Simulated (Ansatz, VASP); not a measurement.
## Cs in VASP and in Ansatz

```
Cs
1.0
     5.25182    0.00000    0.00000
    -2.62591    4.54821    0.00000
     0.00000    0.00000    8.50795
Cs
2
Direct
  0.33333 0.66667 0.25000
  0.66667 0.33333 0.75000
```

Change from the starting cell: volume scaled by 0.92, PAW files.

Alike in both runs: task single point; functional PBEsol; k mesh 8 × 8 × 5; occupations fermi-dirac, width 0.08 eV; no spin polarisation.

```csv
,VASP,Ansatz
version,VASP 6.6.1,Ansatz 0.2.0
potentials or method,"VASP PAW PBE potentials, release 64 (Cs_sv)","PAW with Ansatz's default frozen-core files, scalar-relativistic"
plane-wave cutoff (eV),520,420
valence electrons in the cell,18,18
```

|  | VASP | Ansatz | Ansatz less VASP |
| --- | --- | --- | --- |
| pressure (GPa) | 0.2 | 0.2 | +0.01 |

Caveats: the PAW data sets were made with another functional, which shifts forces and pressure a little (VASP). Spin-orbit coupling is left out, which matters for the levels of Cs.
